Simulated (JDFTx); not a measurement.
NaF (Villiaumite) under changes of volume

One of the cells (12.487 Å³/atom); the others are scaled copies at fixed shape and fractional positions:

```
CELL_PARAMETERS angstrom
3.28098 0.00000 0.00000
1.64049 2.84141 0.00000
1.64049 0.94714 2.67891
ATOMIC_POSITIONS crystal
Na 0.00000 0.00000 0.00000
F 0.50000 0.50000 0.50000
```

* Program: JDFTx 1.7.0 (patched build)
* Functional: PBEsol
* Potentials or basis: PseudoDojo-SR-PBEsol-0.4.1-standard with smoothed tails
* Cutoff: 1197 eV
* Density cutoff: 9578 eV
* k mesh: 10 × 10 × 10
* Occupations: gaussian, width 0.05 eV
* Spin: no spin polarisation

```csv
volume (Å³/atom),energy over the lowest point (meV/atom),pressure (GPa),gap on the mesh (eV)
11.738,5.64,3.0,6.52
11.988,1.99,1.7,6.40
12.237,0.18,0.6,6.29
12.487,0.00,-0.4,6.18
12.737,1.28,-1.3,6.08
12.987,?,?,?
13.236,7.62,-2.8,5.89
```

Task: What does the run at 12.987 Å³/atom give?

Result: Energy over the lowest point 3.87 meV/atom; pressure -2.1 GPa; gap on the mesh 5.98 eV.

Worked out: A Birch-Murnaghan fit of order 3 (a polynomial in V^(-2/3)) to the other rows has its minimum at 12.39 Å³/atom with B0 = V·E''(V) = 49 GPa and B' = 4.6. It gives 3.87 meV/atom at 12.987 Å³/atom, against the run's 3.87, and -dE/dV = -2.1 GPa, against -2.1. A straight line through the other rows of the gap, of slope -5.24 eV per unit of ln V (its deformation potential), gives 5.98 eV, against the run's 5.98.

A mesh can miss the band edges.
